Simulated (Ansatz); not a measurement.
## PbO under strains and displacements

Method: DFT PBE, scalar-relativistic, plane waves, PAW in Ansatz 0.2.0.

Plane waves to 420 eV, a k mesh through Γ of 8×8×6 on the computed 4-atom cell and Gaussian smearing (0.02 eV); no spin polarisation.

Reference cell:

```
Pb O
1.0
     3.97440    0.00000    0.00000
     0.00000    3.97440    0.00000
     0.00000    0.00000    5.02200
Pb O
2 2
Direct
  0.00000 0.50000 0.23510
  0.50000 0.00000 0.76490
  0.00000 0.00000 0.00000
  0.50000 0.50000 0.00000
```

Each variant moves atoms of this cell by the vectors given, if any (Å), and then applies a symmetric strain (tensor components, Cartesian axes). The reference cell isn't relaxed at this level. Energies are per atom at zero smearing, counted from the lowest variant. Pressure is positive in compression.

1. strain (xx yy zz yz xz xy, %) -1.29 -4.89 -2.94 2.94 -0.60 -3.00; moves: Pb1 (-0.208, -0.027, 0.042); Pb2 (-0.171, -0.049, 0.200); O3 (0.144, 0.149, -0.136); O4 (0.234, -0.073, -0.106)
2. strain (xx yy zz yz xz xy, %) -1.19 2.01 -0.79 -1.83 -0.11 -0.29; moves: Pb1 (0.005, 0.010, -0.014); Pb2 (0.017, 0.019, -0.013); O3 (-0.003, -0.035, 0.029); O4 (-0.019, 0.006, -0.002)
3. strain (xx yy zz yz xz xy, %) 4.31 4.56 4.03 -1.00 0.91 -0.62; moves: Pb1 (-0.009, -0.014, 0.030); Pb2 (-0.017, -0.020, -0.027); O3 (0.008, 0.015, 0.006); O4 (0.017, 0.018, -0.009)
4. strain (xx yy zz yz xz xy, %) 1.60 1.60 10.60 3.02 -3.02 -2.15; moves: Pb1 (-0.047, 0.036, 0.025); Pb2 (0.036, -0.047, -0.025); O3 (-0.033, -0.033, 0.000); O4 (0.044, 0.044, 0.000)
5. strain (xx yy zz yz xz xy, %) -1.25 -1.25 7.75 0.00 0.00 0.00; moves: Pb1 (0.000, 0.000, 0.141); Pb2 (0.000, 0.000, -0.141)
6. strain (xx yy zz yz xz xy, %) -2.15 -2.15 0.85 0.00 0.00 0.00; moves: Pb1 (0.000, 0.000, -0.141); Pb2 (0.000, 0.000, 0.141)
7. strain (xx yy zz yz xz xy, %) 2.60 2.60 1.31 -1.81 -1.81 -2.00; moves: Pb1 (-0.018, -0.008, 0.036); Pb2 (0.008, 0.018, -0.036); O3 (0.010, -0.010, 0.000); O4 (0.001, -0.001, 0.000)
8. strain (xx yy zz yz xz xy, %) -0.06 -9.29 -0.52 0.00 0.00 3.01; moves: Pb1 (0.000, 0.000, -0.051); Pb2 (0.000, 0.000, 0.012); O3 (0.000, 0.000, 0.027); O4 (0.000, 0.000, 0.012)

```
result  ΔE (meV/atom) P (GPa) largest force (eV/Å) gap on mesh (eV)
     A           16.8    -5.17                  1.40              1.28
     B          132.7    -4.96                  2.88              0.40
     C          189.1    19.37                  3.72              1.40
     D            0.0    -1.77                  0.84              1.18
     E            0.0     4.91                  0.76              1.26
     F          641.8    31.56                  8.84              1.31
     G          233.3    21.78                  3.51              0.98
     H           70.0    -3.49                  1.66              1.09
```

(1) Which variant gave which result?

Spin-orbit coupling is left out, which matters for the bands of heavy elements.

## Answers

(1) A is 3, B is 5, C is 6, D is 7, E is 2, F is 1, G is 8, H is 4.